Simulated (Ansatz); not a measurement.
Contact densities of Cs against volume

```
Cs
1.0
    -3.02250    3.02250    3.02250
     3.02250   -3.02250    3.02250
     3.02250    3.02250   -3.02250
Cs
1
Direct
  0.00000 0.00000 0.00000
```

The structure is an experimental refinement, used without relaxation.

No spin–orbit coupling, which matters for the heavy atoms here.

Computed with DFT, PBE, all-electron PAW with datasets made for the crystal, scalar-relativistic in Ansatz 0.2.0.

Sampling and basis: a Γ-centred 9×9×9 k mesh, Fermi–Dirac smearing of 0.05 eV, cutoff 160 eV (chosen by the program for this cell), no spin polarisation.

The contact density is the mean electron density over the nuclear volume; its changes follow the s electrons' response to bonding and compression. Changes below are taken from the unscaled cell, where it is 1.90034e+06 e/Å³ at Cs.

| V/V(cell) | P (GPa) | Δρ(0) Cs (e/Å³) |
| --- | --- | --- |
| 0.9405 | 0.3 | ? |
| 1.0000 | 0.1 | 0.00 |
| 1.0600 | 0.0 | ? |

Problem. What belongs in the row "0.9405", column "Δρ(0) Cs (e/Å³)"?

Solution. 1.90.

Problem. Give the missing entry: row "1.0600", column "Δρ(0) Cs (e/Å³)".

Solution. -1.63.

The datasets are made afresh for each cell, so very small changes are uncertain. Scalar relativity leaves out the p1/2 density at heavy nuclei.
